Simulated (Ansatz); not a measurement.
Relaxed BaF₂ (fluorite):

```
CELL_PARAMETERS angstrom
      0.00000     6.24626     6.24626
      3.12313     0.00000     3.12313
      3.12313     3.12313     0.00000
ATOMIC_POSITIONS crystal
  Ba 0.00000 0.00000 0.00000
  Ba 0.50000 0.00000 0.00000
  F  0.12500 0.25000 0.25000
  F  0.62500 0.25000 0.25000
  F  0.37500 0.75000 0.75000
  F  0.87500 0.75000 0.75000
```

The atoms are displaced by Q × the pattern below (from a DFPT mode at L = (0.5, 0.0, 0.0), largest move 1; Q in Å), at fixed cell. (q is in reciprocal vectors of the primitive cell; the cell shown is doubled to hold the pattern.)

```json
[
 {"atom": "F3", "x": "-0.577", "y": "0.577", "z": "0.577"},
 {"atom": "F4", "x": "0.577", "y": "-0.577", "z": "-0.577"},
 {"atom": "F5", "x": "-0.577", "y": "0.577", "z": "0.577"},
 {"atom": "F6", "x": "0.577", "y": "-0.577", "z": "-0.577"}
]
```

Atoms not listed stay in place.

These are PBE (plane waves to 420 eV, PAW, scalar-relativistic; Ansatz, a program for electronic structure) values and carry that method's errors. k mesh 9×9×9 (Γ-centred), Fermi-Dirac smearing 0.05 eV. Energies are smeared free energies. BaF2 was relaxed with its symmetry unable to fall. ΔE is measured from the undisplaced structure.

```json
[
 {"Q (Å)": "-0.2800", "ΔE (meV/cell)": "857"},
 {"Q (Å)": "-0.2333", "ΔE (meV/cell)": "588"},
 {"Q (Å)": "-0.1867", "ΔE (meV/cell)": "372"},
 {"Q (Å)": "-0.1400", "ΔE (meV/cell)": "withheld"},
 {"Q (Å)": "-0.0933", "ΔE (meV/cell)": "92"},
 {"Q (Å)": "-0.0467", "ΔE (meV/cell)": "23"},
 {"Q (Å)": "0.0000", "ΔE (meV/cell)": "0"},
 {"Q (Å)": "0.0467", "ΔE (meV/cell)": "23"},
 {"Q (Å)": "0.0933", "ΔE (meV/cell)": "92"},
 {"Q (Å)": "0.1400", "ΔE (meV/cell)": "withheld"},
 {"Q (Å)": "0.1867", "ΔE (meV/cell)": "372"},
 {"Q (Å)": "0.2333", "ΔE (meV/cell)": "588"},
 {"Q (Å)": "0.2800", "ΔE (meV/cell)": "857"}
]
```

Fit an even polynomial form (powers 2, 4) to the given rows and predict ΔE at Q = -0.1400.

Least squares on the 11 given rows: ΔE = (10490)·Q² + (5680)·Q⁴, in meV/cell with Q in Å; root-mean-square residual 0.3 meV/cell. At -0.1400 the fit gives 208 meV/cell; the calculation gives 208 meV/cell, the same to the digits shown. The quadratic term alone would give 206 meV/cell.

(A displaced cell: forces are minus the slopes of the energy, force constants its curvatures, and phonons follow from these.)
